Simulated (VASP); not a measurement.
# Ca4F (F-43m) in VASP: further runs, part 2 of 3

VASP 6.6.1. Earlier steps stand in the parts before.

### Step 3. Relaxation of cell and atoms, PBE (random cell by space group and Wyckoff sites (F-43m, No. 216))

The input, INCAR:

```
SYSTEM = Ca4F
PREC = Accurate
ENCUT = 600
EDIFF = 1E-7
ISMEAR = 0
SIGMA = 0.1
LREAL = .False.
LASPH = .True.
NELM = 60
ALGO = Fast
ISIF = 3
LWAVE = .False.
LCHARG = .False.
GGA = PE
IBRION = 2
NSW = 100
EDIFFG = -0.01
```

The input, KPOINTS:

```
regular mesh
0
Gamma
  6 6 6
  0 0 0
```

The input, POSCAR:

```
Ca4F
1.0
    0.0000000000      5.3602913449      5.3602913449
    5.3602913449      0.0000000000      5.3602913449
    5.3602913449      5.3602913449      0.0000000000
Ca F
4 1
Direct
    0.6278222218      0.1165333346      0.6278222218
    0.6278222218      0.6278222218      0.6278222218
    0.1165333346      0.6278222218      0.6278222218
    0.6278222218      0.6278222218      0.1165333346
    0.5000000000      0.5000000000      0.5000000000
```

Potentials or basis: VASP PAW PBE potentials, release 64 (Ca_sv, F).

On the command line:

```sh
cat potpaw_PBE.64/Ca_sv/POTCAR potpaw_PBE.64/F/POTCAR > POTCAR
mpirun -np 1 vasp_std > vasp.out
```

It took 24 min on 1 thread of AMD EPYC 7R43 (Zen 3), shared host; peak memory 0.64 GiB.

Results (log left out):

| Quantity | Value |
| --- | --- |
| Free energy | -11.7106 eV |
| Relaxed volume | 62.33 Å³/atom |
| Relaxed cell | a = 7.610 Å, b = 7.610 Å, c = 7.610 Å, α = 60.00°, β = 60.00°, γ = 60.00° |
| Space group after relaxing (to 0.05 Å) | F-43m (No. 216) |
| Energy gained by relaxing | 0.3 meV/atom |
| Ionic steps | 3 |
| Pressure after relaxing | 0.0 GPa |
| Largest force after relaxing | 0.008 eV/Å |
| Band gap on the k mesh | none (metal or under the smearing width) |

Forces on the atoms (eV/Å):
```
Ca   0.005 -0.005  0.005
Ca  -0.005 -0.005 -0.005
Ca  -0.005  0.005  0.005
Ca   0.005  0.005 -0.005
F    0.000  0.000  0.000
```

Step by step:
| step | energy change (eV) | largest force (eV/Å) | pressure (GPa) | volume (Å³) |
| --- | --- | --- | --- | --- |
| 1 | 0.0000 | 0.0142 | 0.13 | 308.03 |
| 2 | -0.0012 | 0.0007 | 0.05 | 310.20 |
| 3 | -0.0015 | 0.0079 | 0.01 | 311.64 |

Final structure:
```
Ca F
1.0
     0.00000    5.38115    5.38115
     5.38115    0.00000    5.38115
     5.38115    5.38115    0.00000
Ca F
4 1
Direct
  0.62788 0.11635 0.62788
  0.62788 0.62788 0.62788
  0.11635 0.62788 0.62788
  0.62788 0.62788 0.11635
  0.50000 0.50000 0.50000
```

Levels at points of the mesh, in eV from the Fermi level:
| k point | band 20 | band 21 | band 22 | band 23 | band 24 | band 25 | band 26 | band 27 |
| --- | --- | --- | --- | --- | --- | --- | --- | --- |
| (0.00, 0.00, 0.00) | -8.18 | -2.73 | -0.09 | 0.15 | 0.15 | 0.15 | 0.69 | 0.69 |
| (0.50, 0.00, 0.00) | -8.18 | -2.12 | -1.16 | 0.09 | 0.09 | 0.13 | 0.57 | 0.88 |
| (0.50, 0.50, 0.00) | -8.18 | -1.83 | -1.13 | -0.19 | -0.19 | -0.04 | 0.42 | 0.82 |

Caveat: an odd number of electrons without spin polarisation forces a metal; a magnetic or distorted state may lie lower.

### Step 4. Single point, PBE (random cell by space group and Wyckoff sites (F-43m, No. 216))

The input, INCAR:

```
SYSTEM = Ca4F
PREC = Accurate ; ENCUT = 520
EDIFF = 1E-7 ; ISMEAR = 0
SIGMA = 0.1 ; LREAL = .FALSE.
LASPH = .TRUE. ; NELM = 100
ALGO = Fast ; ISIF = 2
LWAVE = .FALSE. ; LCHARG = .FALSE.
GGA = PE ; NBANDS = 32
```

The input, KPOINTS:

```
Automatic mesh
0
G
  4 4 4
  0 0 0
```

The input, POSCAR:

```
Ca4F
1.0
    0.0000000000      5.3602913449      5.3602913449
    5.3602913449      0.0000000000      5.3602913449
    5.3602913449      5.3602913449      0.0000000000
Ca F
4 1
Direct
    0.3721777782      0.3721777782      0.3721777782
    0.3721777782      0.3721777782      0.8834666654
    0.3721777782      0.8834666654      0.3721777782
    0.8834666654      0.3721777782      0.3721777782
    0.5000000000      0.5000000000      0.5000000000
```

Potentials or basis: VASP PAW PBE potentials, release 64 (Ca_sv, F).

On the command line:

```sh
cat potpaw_PBE.64/Ca_sv/POTCAR potpaw_PBE.64/F/POTCAR > POTCAR
mpirun -np 1 vasp_std > vasp.out
```

OUTCAR:

```text
SYSTEM = Ca4F
   PREC = Accurate
   ENCUT = 520
   EDIFF = 1E-7
   ISMEAR = 0
   LREAL = .FALSE.
   LASPH = .TRUE.
   NELM = 100
   ISIF = 2
   GGA = PE

 ion  position               nearest neighbor table
   1  0.372  0.372  0.372-   5 2.37
   2  0.372  0.372  0.883-   5 2.37
   3  0.372  0.883  0.372-   5 2.37
   4  0.883  0.372  0.372-   5 2.37
   5  0.500  0.500  0.500-   2 2.37   3 2.37   4 2.37   1 2.37

  LATTYP: Found a face centered cubic cell.
 ALAT       =    10.7205826898

  Lattice vectors:

 A1 = (   0.0000000000,   5.3602913449,   5.3602913449)
 A2 = (   5.3602913449,   0.0000000000,   5.3602913449)
 A3 = (   5.3602913449,   5.3602913449,   0.0000000000)

Analysis of symmetry for initial positions (statically):
=====================================================================
 Subroutine PRICEL returns:
 Original cell was already a primitive cell.

 Routine SETGRP: Setting up the symmetry group for a
 face centered cubic supercell.

 Subroutine GETGRP returns: Found 24 space group operations
 (whereof 24 operations were pure point group operations)
 out of a pool of 48 trial point group operations.

The static configuration has the point symmetry T_d .

Analysis of symmetry for dynamics (positions and initial velocities):
=====================================================================
 Subroutine PRICEL returns:
 Original cell was already a primitive cell.

 Routine SETGRP: Setting up the symmetry group for a
 face centered cubic supercell.

 Subroutine GETGRP returns: Found 24 space group operations
 (whereof 24 operations were pure point group operations)
 out of a pool of 48 trial point group operations.

The dynamic configuration has the point symmetry T_d .

 Subroutine INISYM returns: Found 24 space group operations
 (whereof 24 operations are pure point group operations),
 and found     1 'primitive' translations

[... 104 lines left out ...]
  volume/ion in A,a.u.               =      61.61       415.74
  Fermi-wavevector in a.u.,A,eV,Ry     =   0.874801  1.653133 10.412213  0.765276
  Thomas-Fermi vector in A             =   1.994382
   LORBIT       =      0    0 simple, 1 ext, 2 COOP (PROOUT), +10 PAW based schemes
   GGA     = PE    functional components
   LHFCALC =     F    Hartree Fock is set to
   AEXX    =    0.0000 exact exchange contribution
   IVDW    =     0    specifies the selected vdW correction
   LEPSILON=     F    determine dielectric tensor
   LRPA    =     F    only Hartree local field effects (RPA)
 non-spin polarized calculation
 RMM-DIIS sequential band-by-band and
 Gauss-broadening in eV      SIGMA  =   0.10
  energy-cutoff  :      520.00
  volume of cell :      308.03
 maximum number of plane-waves:      8372
   NGX = 29   NGY = 29   NGZ = 29

 number of electron      46.9999994 magnetization

 Free energy of the ion-electron system (eV)
  ---------------------------------------------------
  ext. energy  EPLUGINS =         0.00000000
  ---------------------------------------------------
  free energy    TOTEN  =       -11.69030462 eV

  energy without entropy =      -11.65032807  energy(sigma->0) =      -11.67031634

 E-fermi :   0.1348     XC(G=0):  -5.9151

 val. band max:        0.0641368509   @ k =   0.2500   0.2500   0.0000
 cond. band min:       0.1814042853   @ k =  -0.2500   0.2500   0.0000
 fundamental gap:      0.1172674344
 Fermi energy:         0.1347806205

 k-point     1 :       0.0000    0.0000    0.0000
  band No.  band energies     occupation
      1     -42.8469      2.00000
      2     -42.8306      2.00000
      3     -42.8306      2.00000
      4     -42.8306      2.00000
      5     -26.7145      2.00000
      6     -23.8700      2.00000
[... 269 lines left out ...]
     31       1.2952      0.00000
     32       1.3138      0.00000

------------------------ aborting loop because EDIFF is reached ----------------------------------------

  FORCE on cell =-STRESS in cart. coord.  units (eV):
  Direction    XX          YY          ZZ          XY          YZ          ZX
  --------------------------------------------------------------------------------------
  -------------------------------------------------------------------------------------
  Total        0.2865189      0.2865189      0.2865189     -0.0000000      0.0000000      0.0000000
  in kB        1.4902826      1.4902826      1.4902826     -0.0000000      0.0000000      0.0000000
  external PRESSURE =       1.4902826 kB  Pullay stress =       0.0000000 kB

 VOLUME and BASIS-vectors are now :
 -----------------------------------------------------------------------------
  energy-cutoff  :      520.00
  volume of cell :      308.03
      direct lattice vectors                 reciprocal lattice vectors
     0.000000000  5.360291345  5.360291345    -0.093278512  0.093278512  0.093278512
     5.360291345  0.000000000  5.360291345     0.093278512 -0.093278512  0.093278512
     5.360291345  5.360291345  0.000000000     0.093278512  0.093278512 -0.093278512

 POSITION                                       TOTAL-FORCE (eV/Angst)
 -----------------------------------------------------------------------------------
      3.98996      3.98996      3.98996        -0.011135     -0.011135     -0.011135
      6.73062      6.73062      3.98996         0.011135      0.011135     -0.011135
      6.73062      3.98996      6.73062         0.011135     -0.011135      0.011135
      3.98996      6.73062      6.73062        -0.011135      0.011135      0.011135
      5.36029      5.36029      5.36029        -0.000000     -0.000000     -0.000000
 -----------------------------------------------------------------------------------
    total drift:                                0.000000      0.000000      0.000000

  FREE ENERGIE OF THE ION-ELECTRON SYSTEM (eV)
  ---------------------------------------------------
  free  energy   TOTEN  =       -11.6903046198 eV

  energy  without entropy=      -11.6503280682  energy(sigma->0) =      -11.67031634
```

Wall time 6.1 min (1 thread of AMD EPYC 7R43 (Zen 3), shared host); peak memory 0.4 GiB.

Results:

```
Free energy            : -11.6903 eV
Pressure               : 0.1 GPa
Largest force          : 0.019 eV/Å
Band gap on the k mesh : none (metal or under the smearing width)
```

Forces in eV/Å, atoms in the order of the input:
```
Ca  -0.011 -0.011 -0.011
Ca   0.011  0.011 -0.011
Ca   0.011 -0.011  0.011
Ca  -0.011  0.011  0.011
F    0.000  0.000  0.000
```

Caveat: an odd number of electrons without spin polarisation forces a metal; a magnetic or distorted state may lie lower.

(Part 2 of 3 ends here.)
